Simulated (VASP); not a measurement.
# SrCl2 (Fm-3m) in VASP: a series of runs, part 2 of 2

VASP 6.6.1.

### Step 3. Band structure, r2SCAN-EpsX

Input file POSCAR:

```
SrCl2
1.0
    0.0000000000      3.4883500000      3.4883500000
    3.4883500000      0.0000000000      3.4883500000
    3.4883500000      3.4883500000      0.0000000000
Sr Cl
1 2
Direct
    0.0000000000      0.0000000000      0.0000000000
    0.7500000000      0.7500000000      0.7500000000
    0.2500000000      0.2500000000      0.2500000000
```

Input file INCAR.step1:

```
ALGO = Normal ; EDIFF = 1E-8
ENCUT = 520 ; GGA = PE
ISIF = 2 ; ISMEAR = 0
KPAR = 4 ; LASPH = T
LCHARG = F ; LEPSILON = T
LREAL = F ; LWAVE = F
NELM = 100 ; PREC = Accurate
SIGMA = 0.02
```

Input file KPOINTS.step1:

```
Automatic mesh
0
G
  8 8 8
  0 0 0
```

Input file INCAR.step2:

```
ALGO = Normal ; EDIFF = 1E-5
ENCUT = 520 ; GGA = PE
ISIF = 2 ; ISMEAR = 0
KPAR = 4 ; LASPH = T
LCHARG = F ; LREAL = F
LWAVE = T ; NBANDS = 19
NELM = 100 ; PREC = Accurate
SIGMA = 0.02
```

Input file KPOINTS.step2:

```
k-points
0
Gamma
  4 4 4
```

Input file INCAR.step3:

```
AEXX = 0.342 ; ALGO = Normal
EDIFF = 1E-6 ; ENCUT = 520
HFRCUT = -1 ; ISIF = 2
ISMEAR = 0 ; ISTART = 1
KPAR = 4 ; LASPH = T
LCHARG = F ; LHFCALC = T
LMIXTAU = T ; LREAL = F
LWAVE = F ; METAGGA = R2SCAN
NBANDS = 19 ; NELM = 100
PREC = Accurate ; PRECFOCK = Fast
SIGMA = 0.02
```

Input file KPOINTS.step3:

```
k-points
0
Gamma
  4 4 4
```

Input file KPOINTS_OPT:

```
path GXWKGLUWLK,UX
8
line-mode
reciprocal
 0.0000000000  0.0000000000  0.0000000000  G
 0.5000000000  0.0000000000  0.5000000000  X

 0.5000000000  0.0000000000  0.5000000000  X
 0.5000000000  0.2500000000  0.7500000000  W

 0.5000000000  0.2500000000  0.7500000000  W
 0.3750000000  0.3750000000  0.7500000000  K

 0.3750000000  0.3750000000  0.7500000000  K
 0.0000000000  0.0000000000  0.0000000000  G

 0.0000000000  0.0000000000  0.0000000000  G
 0.5000000000  0.5000000000  0.5000000000  L

 0.5000000000  0.5000000000  0.5000000000  L
 0.6250000000  0.2500000000  0.6250000000  U

 0.6250000000  0.2500000000  0.6250000000  U
 0.5000000000  0.2500000000  0.7500000000  W

 0.5000000000  0.2500000000  0.7500000000  W
 0.5000000000  0.5000000000  0.5000000000  L

 0.5000000000  0.5000000000  0.5000000000  L
 0.3750000000  0.3750000000  0.7500000000  K

 0.6250000000  0.2500000000  0.6250000000  U
 0.5000000000  0.0000000000  0.5000000000  X
```

Potentials or basis: VASP PAW PBE potentials, release 64 (Sr_sv, Cl).

Launch:

```console
$ cat potpaw_PBE.64/Sr_sv/POTCAR potpaw_PBE.64/Cl/POTCAR > POTCAR
$ cp INCAR.step1 INCAR
$ cp KPOINTS.step1 KPOINTS
$ mpirun -np 4 vasp_std > vasp.out
$ cp INCAR.step2 INCAR
$ cp KPOINTS.step2 KPOINTS
$ mpirun -np 4 vasp_std > vasp.out
$ cp INCAR.step3 INCAR
$ cp KPOINTS.step3 KPOINTS
$ mpirun -np 4 vasp_std > vasp.out
```

OUTCAR:

```text
AEXX = 0.342
   EDIFF = 1E-6
   ENCUT = 520
   ISIF = 2
   ISMEAR = 0
   ISTART = 1
   LASPH = T
   LHFCALC = T
   LREAL = F
   METAGGA = R2SCAN
   NELM = 100
   PREC = Accurate
   PRECFOCK = Fast

 ion  position               nearest neighbor table
   1  0.000  0.000  0.000-   2 3.02   2 3.02   2 3.02   2 3.02   3 3.02   3 3.02   3 3.02   3 3.02

   2  0.750  0.750  0.750-   1 3.02   1 3.02   1 3.02   1 3.02
   3  0.250  0.250  0.250-   1 3.02   1 3.02   1 3.02   1 3.02

[... 362 lines left out ...]

  FORCE on cell =-STRESS in cart. coord.  units (eV):
  Direction    XX          YY          ZZ          XY          YZ          ZX
  --------------------------------------------------------------------------------------
  -------------------------------------------------------------------------------------
  Total       -0.0077623     -0.0077623     -0.0077623     -0.0000000      0.0000000     -0.0000000
  in kB       -0.1464901     -0.1464901     -0.1464901     -0.0000000      0.0000000     -0.0000000
  external PRESSURE =      -0.1464901 kB  Pullay stress =       0.0000000 kB

 VOLUME and BASIS-vectors are now :
 -----------------------------------------------------------------------------
  energy-cutoff  :      520.00
  volume of cell :       84.90
      direct lattice vectors                 reciprocal lattice vectors
     0.000000000  3.488350000  3.488350000    -0.143334241  0.143334241  0.143334241
     3.488350000  0.000000000  3.488350000     0.143334241 -0.143334241  0.143334241
     3.488350000  3.488350000  0.000000000     0.143334241  0.143334241 -0.143334241

 POSITION                                       TOTAL-FORCE (eV/Angst)
 -----------------------------------------------------------------------------------
      0.00000      0.00000      0.00000         0.000000      0.000000      0.000000
      5.23252      5.23252      5.23252         0.000000     -0.000000      0.000000
      1.74418      1.74418      1.74418        -0.000000     -0.000000     -0.000000
 -----------------------------------------------------------------------------------
    total drift:                                0.000001      0.000001      0.000001

  FREE ENERGIE OF THE ION-ELECTRON SYSTEM (eV)
  ---------------------------------------------------
  free  energy   TOTEN  =       -31.6433982884 eV

  energy  without entropy=      -31.6433982884  energy(sigma->0) =      -31.64339829
```

OUTCAR.step1:

```text
EDIFF = 1E-8
   ENCUT = 520
   GGA = PE
   ISIF = 2
   ISMEAR = 0
   LASPH = T
   LEPSILON = T
   LREAL = F
   NELM = 100
   PREC = Accurate

 ion  position               nearest neighbor table
[... 746 lines left out ...]

 BORN EFFECTIVE CHARGES (including local field effects) (in |e|, cummulative output)
 ---------------------------------------------------------------------------------
 ion    1
    1     2.49783     0.00000     0.00000
    2     0.00000     2.49783     0.00000
    3     0.00000     0.00000     2.49783
 ion    2
    1    -1.24891     0.00000     0.00000
    2     0.00000    -1.24891     0.00000
    3     0.00000     0.00000    -1.24891
 ion    3
    1    -1.24891     0.00000     0.00000
    2     0.00000    -1.24891     0.00000
    3     0.00000     0.00000    -1.24891
```

OUTCAR.step2:

```text
EDIFF = 1E-5
   ENCUT = 520
   GGA = PE
   ISIF = 2
[... 386 lines left out ...]
      0.00000      0.00000      0.00000        -0.000000     -0.000000     -0.000000
      5.23252      5.23252      5.23252        -0.000000     -0.000000     -0.000000
      1.74418      1.74418      1.74418         0.000000      0.000000      0.000000
 -----------------------------------------------------------------------------------
    total drift:                               -0.000000     -0.000000      0.000000

  FREE ENERGIE OF THE ION-ELECTRON SYSTEM (eV)
  ---------------------------------------------------
  free  energy   TOTEN  =       -12.7823179449 eV

  energy  without entropy=      -12.7823179449  energy(sigma->0) =      -12.78231794
```

Run time: 8.8 min. Hardware: 4 MPI ranks of Intel Xeon 6975P-C (Granite Rapids), shared host; peak memory 0.43 GiB.

What came out:

| Item | Value |
| --- | --- |
| Free energy | -31.6434 eV |
| Pressure | 0.0 GPa |
| Band gap on the k mesh | 8.29 eV, indirect (least direct gap 8.49 eV) |
| Band gap along the path | 8.29 eV, indirect (least direct gap 8.49 eV) |

Levels at the corners of the path, in eV from the valence-band top:
| point | band 8 | band 9 | band 10 | band 11 | band 12 | band 13 | band 14 | band 15 | band 16 | band 17 |
| --- | --- | --- | --- | --- | --- | --- | --- | --- | --- | --- |
| Γ | -2.39 | -2.39 | -0.39 | -0.39 | -0.39 | 8.29 | 9.35 | 9.35 | 12.14 | 12.14 |
| X | -2.15 | -2.15 | -0.44 | -0.44 | 0.00 | 8.49 | 10.52 | 11.13 | 11.60 | 11.60 |
| X | -2.15 | -2.15 | -0.44 | -0.44 | 0.00 | 8.49 | 10.52 | 11.13 | 11.60 | 11.60 |
| W | -2.53 | -1.38 | -1.38 | -0.33 | -0.12 | 9.25 | 10.37 | 10.67 | 10.67 | 11.76 |
| W | -2.53 | -1.38 | -1.38 | -0.33 | -0.12 | 9.25 | 10.37 | 10.67 | 10.67 | 11.76 |
| K | -2.17 | -1.97 | -0.79 | -0.60 | -0.12 | 8.98 | 10.57 | 10.76 | 11.08 | 11.73 |
| K | -2.17 | -1.97 | -0.79 | -0.60 | -0.12 | 8.98 | 10.57 | 10.76 | 11.08 | 11.73 |
| Γ | -2.39 | -2.39 | -0.39 | -0.39 | -0.39 | 8.29 | 9.35 | 9.35 | 12.14 | 12.14 |
| Γ | -2.39 | -2.39 | -0.39 | -0.39 | -0.39 | 8.29 | 9.35 | 9.35 | 12.14 | 12.14 |
| L | -1.74 | -1.65 | -1.49 | -1.20 | -1.20 | 10.04 | 10.04 | 10.65 | 11.09 | 12.25 |
| L | -1.74 | -1.65 | -1.49 | -1.20 | -1.20 | 10.04 | 10.04 | 10.65 | 11.09 | 12.25 |
| U | -2.17 | -1.97 | -0.79 | -0.60 | -0.12 | 8.98 | 10.57 | 10.76 | 11.08 | 11.73 |
| U | -2.17 | -1.97 | -0.79 | -0.60 | -0.12 | 8.98 | 10.57 | 10.76 | 11.08 | 11.73 |
| W | -2.53 | -1.38 | -1.38 | -0.33 | -0.12 | 9.25 | 10.37 | 10.67 | 10.67 | 11.76 |
| W | -2.53 | -1.38 | -1.38 | -0.33 | -0.12 | 9.25 | 10.37 | 10.67 | 10.67 | 11.76 |
| L | -1.74 | -1.65 | -1.49 | -1.20 | -1.20 | 10.04 | 10.04 | 10.65 | 11.09 | 12.25 |
| L | -1.74 | -1.65 | -1.49 | -1.20 | -1.20 | 10.04 | 10.04 | 10.65 | 11.09 | 12.25 |
| K | -2.17 | -1.97 | -0.79 | -0.60 | -0.12 | 8.98 | 10.57 | 10.76 | 11.08 | 11.73 |
| U | -2.17 | -1.97 | -0.79 | -0.60 | -0.12 | 8.98 | 10.57 | 10.76 | 11.08 | 11.73 |
| X | -2.15 | -2.15 | -0.44 | -0.44 | 0.00 | 8.49 | 10.52 | 11.13 | 11.60 | 11.60 |

Caveat: the PAW data sets were made with another functional, which shifts forces and pressure a little.

### Step 4. Equation of state, LDA, 25.29 Å³/atom (a relaxed cell with its volume scaled by 0.96)

Input file INCAR:

```
SYSTEM = SrCl2
ALGO     = Normal         ! electronic algorithm
EDIFF    = 1E-6           ! SCF threshold, eV
ENCUT    = 520            ! plane-wave cutoff, eV
ISIF     = 2              ! what is computed and relaxed
ISMEAR   = 0              ! smearing method
LASPH    = .TRUE.         ! aspherical terms in the spheres
LCHARG   = .FALSE.        ! write CHGCAR
LREAL    = .FALSE.        ! projectors in reciprocal space
LWAVE    = .FALSE.        ! write WAVECAR
NELM     = 60             ! most SCF steps
PREC     = Accurate       ! precision mode
SIGMA    = 0.02           ! smearing width, eV
```

Input file KPOINTS:

```
k-points
0
G
  6 6 6
  0 0 0
```

Input file POSCAR:

```
SrCl2                                   
1.0
    0.0000000000      3.3598713658      3.3598713658
    3.3598713658      0.0000000000      3.3598713658
    3.3598713658      3.3598713658     -0.0000000000
  Sr              Cl            
     1     2
Direct
     0.0000000000000000    0.0000000000000000    0.0000000000000000
     0.7500000000000000    0.7500000000000000    0.7500000000000000
     0.2500000000000000    0.2500000000000000    0.2500000000000000
```

Potentials or basis: VASP PAW LDA potentials, release 64 (Sr_sv, Cl).

Launch:

```console
$ cat potpaw_LDA.64/Sr_sv/POTCAR potpaw_LDA.64/Cl/POTCAR > POTCAR
$ mpirun -np 1 vasp_std > vasp.out
```

It took 18 s on 1 thread of Intel Xeon Platinum 8259CL at 2.50GHz (Skylake/Cascade Lake), shared host; peak memory 0.18 GiB.

The run converged. Its results:

```yaml
Free_energy: -14.0593 eV
Pressure: 1.9 GPa
Band_gap_on_the_k_mesh: 5.06 eV, direct
```

### Step 5. Equation of state, LDA, 25.81 Å³/atom (a relaxed cell with its volume scaled by 0.98)

INCAR is that of step 4.

KPOINTS is that of step 4.

Input file POSCAR:

```
SrCl2                                   
1.0
    0.0000000000      3.3830436247      3.3830436247
    3.3830436247      0.0000000000      3.3830436247
    3.3830436247      3.3830436247     -0.0000000000
  Sr              Cl            
     1     2
Direct
     0.0000000000000000    0.0000000000000000    0.0000000000000000
     0.7500000000000000    0.7500000000000000    0.7500000000000000
     0.2500000000000000    0.2500000000000000    0.2500000000000000
```

Launch:

```console
$ cat potpaw_LDA.64/Sr_sv/POTCAR potpaw_LDA.64/Cl/POTCAR > POTCAR
$ mpirun -np 1 vasp_std > vasp.out
```

Run time: 19 s. Hardware: 1 thread of Intel Xeon Platinum 8259CL at 2.50GHz (Skylake/Cascade Lake), shared host; peak memory 0.18 GiB.

Results (log left out):

- Free energy: -14.0736 eV
- Pressure: 0.9 GPa
- Band gap on the k mesh: 5.08 eV, direct

### Step 6. Equation of state, LDA, 26.34 Å³/atom

INCAR is that of step 5.

KPOINTS is that of step 5.

Input file POSCAR:

```
SrCl2                                   
1.0
    0.0000000000      3.4059027210      3.4059027210
    3.4059027210      0.0000000000      3.4059027210
    3.4059027210      3.4059027210     -0.0000000000
  Sr              Cl            
     1     2
Direct
     0.0000000000000000    0.0000000000000000    0.0000000000000000
     0.7500000000000000    0.7500000000000000    0.7500000000000000
     0.2500000000000000    0.2500000000000000    0.2500000000000000
```

Potentials or basis: VASP PAW LDA potentials, release 64 (Sr_sv, Cl).

Launch:

```console
$ cat potpaw_LDA.64/Sr_sv/POTCAR potpaw_LDA.64/Cl/POTCAR > POTCAR
$ mpirun -np 1 vasp_std > vasp.out
```

Run time: 24 s. Hardware: 1 thread of Intel Xeon Platinum 8259CL at 2.50GHz (Skylake/Cascade Lake), shared host; peak memory 0.18 GiB.

The run converged. Its results:

| Property | Result |
| --- | --- |
| Free energy | -14.0781 eV |
| Pressure | -0.1 GPa |
| Band gap on the k mesh | 5.10 eV, direct |

### Step 7. Equation of state, LDA, 26.87 Å³/atom (a relaxed cell with its volume scaled by 1.02)

INCAR is that of step 6.

KPOINTS is that of step 6.

Input file POSCAR:

```
SrCl2                                   
1.0
    0.0000000000      3.4284590255      3.4284590255
    3.4284590255      0.0000000000      3.4284590255
    3.4284590255      3.4284590255     -0.0000000000
  Sr              Cl            
     1     2
Direct
     0.0000000000000000    0.0000000000000000    0.0000000000000000
     0.7500000000000000    0.7500000000000000    0.7500000000000000
     0.2500000000000000    0.2500000000000000    0.2500000000000000
```

Launch:

```console
$ cat potpaw_LDA.64/Sr_sv/POTCAR potpaw_LDA.64/Cl/POTCAR > POTCAR
$ mpirun -np 1 vasp_std > vasp.out
```

Wall time 20 s (1 thread of Intel Xeon Platinum 8259CL at 2.50GHz (Skylake/Cascade Lake), shared host); peak memory 0.18 GiB.

Results (log left out):

```
Free energy            : -14.0740 eV
Pressure               : -0.9 GPa
Band gap on the k mesh : 5.08 eV, indirect (least direct gap 5.12 eV)
```

### Step 8. Equation of state, LDA, 27.39 Å³/atom (a relaxed cell with its volume scaled by 1.04)

INCAR is that of step 7.

KPOINTS is that of step 7.

Input file POSCAR:

```
SrCl2                                   
1.0
    0.0000000000      3.4507223703      3.4507223703
    3.4507223703      0.0000000000      3.4507223703
    3.4507223703      3.4507223703     -0.0000000000
  Sr              Cl            
     1     2
Direct
     0.0000000000000000    0.0000000000000000    0.0000000000000000
     0.7500000000000000    0.7500000000000000    0.7500000000000000
     0.2500000000000000    0.2500000000000000    0.2500000000000000
```

Launch:

```console
$ cat potpaw_LDA.64/Sr_sv/POTCAR potpaw_LDA.64/Cl/POTCAR > POTCAR
$ mpirun -np 1 vasp_std > vasp.out
```

Run time: 22 s. Hardware: 1 thread of Intel Xeon Platinum 8259CL at 2.50GHz (Skylake/Cascade Lake), shared host; peak memory 0.18 GiB.

It converged, with:

```
Free energy            : -14.0620 eV
Pressure               : -1.6 GPa
Band gap on the k mesh : 5.01 eV, indirect (least direct gap 5.13 eV)
```

### Step 9. Equation of state, LDA

This run uses another cell than the first one, of 26.34 Å³/atom, 0.931 times its volume.

Potentials or basis: VASP PAW LDA potentials, release 64 (Sr_sv, Cl).

No new run: the results of the series are fitted here.

What came out:

```
Equilibrium volume                      : 26.34 Å³/atom
Bulk modulus                            : 44 GPa
Pressure derivative of the bulk modulus : 4.5 (rough: it moves with the points fitted)
```

Energy against volume, from the lowest point:
| volume (Å³/atom) | energy (meV/atom) |
| --- | --- |
| 25.286 | 6.27 |
| 25.813 | 1.52 |
| 26.339 | 0.00 |
| 26.866 | 1.38 |
| 27.393 | 5.37 |

### Step 10. The reference run

An earlier run on the cell as given: functional PBE; potentials or basis VASP PAW PBE potentials, release 64 (Sr_sv, Cl); cutoff 520 eV; k mesh 7 × 7 × 7; occupations fermi-dirac, width 0.05 eV; no spin polarisation.

- Pressure: 1.1 GPa
- Band gap on the k mesh: 5.37 eV, indirect (least direct gap 5.68 eV)

### Step 11. Summary

```csv
task,level,potentials or basis,cell,k mesh,smearing,ladder,grid for exact exchange (PRECFOCK),exchange at q = 0,share of exact exchange,gap on the mesh (eV),pressure (GPa)
band structure,PBE0,"VASP PAW PBE potentials, release 64 (Sr_sv, Cl)","Fm-3m, 28.3 Å³/atom",4 × 4 × 4,gaussian 0.02 eV,gaps,Fast,truncated,-,7.34,0.5
band structure,r2SCAN-EpsX,"VASP PAW PBE potentials, release 64 (Sr_sv, Cl)","Fm-3m, 28.3 Å³/atom",4 × 4 × 4,gaussian 0.02 eV,gaps,Fast,truncated,0.342,8.29,0.0
equation of state,LDA,"VASP PAW LDA potentials, release 64 (Sr_sv, Cl)","Fm-3m, 26.34 Å³/atom",6 × 6 × 6,gaussian 0.02 eV,gaps,-,-,-,-,-
single point,PBE,"VASP PAW PBE potentials, release 64 (Sr_sv, Cl)","Fm-3m, 28.3 Å³/atom",7 × 7 × 7,fermi-dirac 0.05 eV,-,-,-,-,5.37,1.1
```

Alike in all rows: no spin polarisation; cutoff (eV) 520.

Caveats: the PAW data sets were made with another functional, which shifts forces and pressure a little (some runs); an odd mesh through Γ misses points on the zone boundary, where band edges often lie (some runs).

Total energies depend on the potentials used, so only differences within one code and one set of settings carry meaning.
